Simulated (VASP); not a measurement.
Wanted: the native input for a VASP 6.6.1 run.

```
Task                               : work function
Functional                         : HSE06
Potentials or basis                : VASP PAW PBE potentials, release 64 (S, Ti_sv)
Cutoff                             : 520 eV
k mesh                             : 6 × 6 × 1
Occupations                        : gaussian, width 0.08 eV
Spin                               : no spin polarisation
Grid for exact exchange (PRECFOCK) : Fast
Dipole correction                  : yes
Screening parameter                : 0.2 1/A
Further INCAR settings             : ALGO = Normal; EDIFF = 1e-06
```

TiS2, a sheet with vacuum:

```
CELL_PARAMETERS angstrom
3.31953 0.00000 0.00000
-1.65976 2.87479 0.00000
0.00000 0.00000 18.86000
ATOMIC_POSITIONS crystal
S 0.33333 0.66667 0.42397
S 0.66667 0.33333 0.57603
Ti 0.00000 0.00000 0.50000
```

The cell was built by a generator and needn't be a form met in nature.

One way to write it, as run:

POSCAR

```
TiS2                                    
1.0
    3.3195261932      0.0000000000      0.0000000000
   -1.6597630966      2.8747940091      0.0000000000
    0.0000000000      0.0000000000     18.8600000000
  S               Ti            
     2     1
Direct
     0.3333330000000032    0.6666669999999968    0.4239718559359925
     0.6666669999999968    0.3333330000000032    0.5760281440640075
     0.0000000000000000    0.0000000000000000    0.5000000000000000
```

INCAR.step1

```
  ALGO = Normal
  DIPOL = 0.5 0.5 0.500
  EDIFF = 1E-5
  ENCUT = 520
  GGA = PE
  IDIPOL = 3
  ISIF = 2
  ISMEAR = 0
  KPAR = 4
  LASPH = True
  LDIPOL = True
  LREAL = False
  LWAVE = True
  NELM = 60
  PREC = Accurate
  SIGMA = 0.08
```

INCAR.step2

```
  ALGO = Normal
  DIPOL = 0.5 0.5 0.500
  EDIFF = 1E-6
  ENCUT = 520
  GGA = PE
  HFSCREEN = 0.2
  IDIPOL = 3
  ISIF = 2
  ISMEAR = 0
  ISTART = 1
  KPAR = 4
  LASPH = True
  LCHARG = True
  LDIPOL = True
  LHFCALC = True
  LREAL = False
  LVACPOTAV = True
  LVHAR = True
  LWAVE = False
  NELM = 60
  PREC = Accurate
  PRECFOCK = Fast
  SIGMA = 0.08
```

KPOINTS

```
k-points
0
Gamma
  6 6 1
```

Potentials or basis: VASP PAW PBE potentials, release 64 (S, Ti_sv).

Command:

```bash
$ cat potpaw_PBE.64/S/POTCAR potpaw_PBE.64/Ti_sv/POTCAR > POTCAR
$ cp INCAR.step1 INCAR
$ mpirun -np 4 vasp_std > vasp.out
$ cp INCAR.step2 INCAR
$ mpirun -np 4 vasp_std > vasp.out
```

Results of the run:

```yaml
Largest_force: 0.060 eV/Å
Band_gap_on_the_k_mesh: 0.41 eV, indirect (least direct gap 1.03 eV)
Ionisation_potential_of_the_upper_face: 5.91 eV
```

Caveat: the PAW data sets were made with another functional, which shifts forces and pressure a little.

Wall time 110 s on 4 MPI ranks on Intel(R) Xeon(R) 6975P-C (Granite Rapids) (shared host), peak memory 0.4 GiB a rank.
